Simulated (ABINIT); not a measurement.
WC:

```xyz
2
Lattice="0.0000 2.1927 2.1927 2.1927 0.0000 2.1927 2.1927 2.1927 0.0000" Properties=species:S:1:pos:R:3 pbc="T T T"
W     0.0000    0.0000    0.0000
C     2.1927    2.1927    2.1927
```

Measurements of this composition are mostly on another form, of space group No. 187.

Base run:

- Program: ABINIT 10.8.3 (patched build)
- Functional: PBE
- Potentials or basis: JTH PAW PBE v2.0
- Cutoff: 517 eV
- k mesh: 10 × 10 × 10
- Occupations: fermi-dirac, width 0.05 eV
- Spin: no spin polarisation

Its results: band gap on the k mesh none (metal or under the smearing width); pressure -0.9 GPa.

Question: The run is repeated on the same cell with these changes: functional from PBE to PBEsol; potentials or basis from JTH PAW PBE v2.0 to PseudoDojo NC SR PBEsol v0.4.1 standard; cutoff from 517 eV to 1116 eV. What comes out?

Answer: Band gap on the k mesh none (metal or under the smearing width); pressure -9.9 GPa.

Caveats: the highest band is partly filled, so the run has too few bands; spin-orbit coupling is left out, which moves the levels of the heavy elements (some runs).
